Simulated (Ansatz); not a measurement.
**BaTe in Ansatz: the effect of functional**

Crystal: BaTe.

```
Ba Te
1.0
     0.00000    3.38711    3.38711
     3.38711    0.00000    3.38711
     3.38711    3.38711    0.00000
Ba Te
1 1
Cartesian
  0.0000 0.0000 0.0000
  3.3871 3.3871 3.3871
```

The cell isn't the ideal one: volume scaled by 0.98.

Alike in all runs:

| Property | Result |
| --- | --- |
| Program | Ansatz 0.2.0 |
| Task | single point |
| Potentials or basis | Ansatz PAW |
| Cutoff | 420 eV (not typed: the program's choice for these potentials) |
| k mesh | 7 × 7 × 7 |
| Occupations | fermi-dirac, width 0.05 eV |
| Spin | no spin polarisation |

| functional | gap on the mesh (eV) | pressure (GPa) |
| --- | --- | --- |
| LDA | ? | ? |
| PBE | 1.43 | 4.7 |
| PBEsol | 1.34 | 2.8 |

What does the run with functional LDA give?

gap on the mesh 1.32 eV; pressure 1.6 GPa.

Caveats: odd divisions of the mesh miss points on the zone boundary, where band edges often lie, so the gap on the mesh can be too wide; spin-orbit coupling is left out, which moves the levels of the heavy elements; the PAW data sets come from PBE, with cores solved anew for the run's functional, which leaves a small shift of forces and pressure (some runs).

A k mesh can miss the band edges.
